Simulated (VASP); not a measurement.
Wanted: the native input for a VASP 6.6.1 run.

```
Task                   : single point
Functional             : PBE
Potentials or basis    : VASP PAW PBE potentials, release 64 (Pb_d_GW, Te_GW)
Cutoff                 : 450 eV
k mesh                 : 4 × 4 × 4
Occupations            : gaussian, width 0.02 eV
Spin                   : no spin polarisation
Further INCAR settings : ALGO = Normal; EDIFF = 1e-06; NBANDS = 18
```

The structure of TePb lies in POSCAR:

```
TePb
1.0
    4.0022870000      0.0000000000      0.0000000000
    0.0000000000      4.0022870000      0.0000000000
    0.0000000000      0.0000000000      4.0022870000
Pb Te
1 1
Direct
    0.0000000000      0.0000000000      0.0000000000
    0.5000000000      0.5000000000      0.5000000000
```

Measurements of this composition are mostly on another form, of space group No. 225.

These files were run (other wordings do the same):

INCAR

```
PREC = Accurate
ENCUT = 450
EDIFF = 1E-6
ISMEAR = 0
SIGMA = 0.02
LREAL = F
LASPH = T
NELM = 100
ALGO = Normal
ISIF = 2
LWAVE = F
LCHARG = F
GGA = PE
NBANDS = 18
```

KPOINTS

```
regular mesh
0
Gamma
  4 4 4
```

Potentials or basis: VASP PAW PBE potentials, release 64 (Pb_d_GW, Te_GW).

Launch:

```bash
$ cat potpaw_PBE.64/Pb_d_GW/POTCAR potpaw_PBE.64/Te_GW/POTCAR > POTCAR
$ mpirun -np 1 vasp_std > vasp.out
```

Results of the run:

| Property | Result |
| --- | --- |
| Pressure | 0.6 GPa |
| Band gap on the k mesh | none (metal or under the smearing width) |

Caveat: the k mesh is coarse (spacing up to 0.39 Å⁻¹), so the values aren't converged.

Run time: 9.7 s on 1 thread of AMD EPYC 9R45 96-Core Processor (Zen 5), on a shared host, peak memory 0.14 GiB.
